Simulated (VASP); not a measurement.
Here is a VASP 6.6.1 calculation.

File INCAR:

```
PREC = Accurate ; ENCUT = 520
EDIFF = 1E-7 ; ISMEAR = 0
SIGMA = 0.1 ; LREAL = F
LASPH = T ; NELM = 60
ALGO = Normal ; ISIF = 3
LWAVE = F ; LCHARG = F
GGA = CA ; IBRION = 2
NSW = 80 ; EDIFFG = -0.002
PSTRESS = 2500
```

KPOINTS

```
Automatic mesh
0
Gamma
  21 21 21
```

The input POSCAR:

```
Se                                      
1.0
    1.9587110569      1.1308626150      0.7995643870
   -1.9587110569      1.1308626150      0.7995643870
    0.0000000000     -2.2617252307      0.7995643879
  Se            
     1
Direct
     0.0000000000000000    0.0000000000000000    0.0000000000000000
```

Potentials or basis: VASP PAW LDA potentials, release 64 (Se).

Launch:

```bash
$ cat potpaw_LDA.64/Se/POTCAR > POTCAR
$ mpirun -np 1 vasp_std > vasp.out
```

Question: Estimate the band gap on the k mesh.

Answer: None (metal or under the smearing width).

Question: Predict the relaxed cell.

Answer: a = 2.338 Å, b = 2.338 Å, c = 2.338 Å, α = 109.47°, β = 109.47°, γ = 109.47°.

Step by step:
```tsv
step	energy change (eV)	largest force (eV/Å)	pressure (GPa)	volume (Å³)
1	0.0000	0.0000	187.49	10.63
2	20.5412	0.0000	1709.07	5.44
3	0.7869	0.0000	233.36	10.02
4	0.9559	0.0000	243.33	9.91
5	1.0690	0.0000	250.05	9.84
6	1.0451	0.0000	248.63	9.85
7	1.0483	0.0000	248.81	9.85
8	1.0577	0.0000	249.37	9.85
9	1.0581	0.0000	249.39	9.84
10	1.0592	0.0000	249.45	9.84
11	1.0613	0.0000	249.59	9.84
12	1.0657	0.0000	249.85	9.84
13	1.0744	0.0000	250.36	9.83
14	1.0685	0.0000	250.02	9.84
15	1.0685	0.0000	250.01	9.84
16	1.0685	0.0000	250.01	9.84
17	1.0684	0.0000	250.01	9.84
18	1.0683	0.0000	250.00	9.84
```

Caveat: the cell is relaxed towards a set pressure, so the enthalpy falls and the energy may rise. LDA usually gives volumes a few per cent too small.
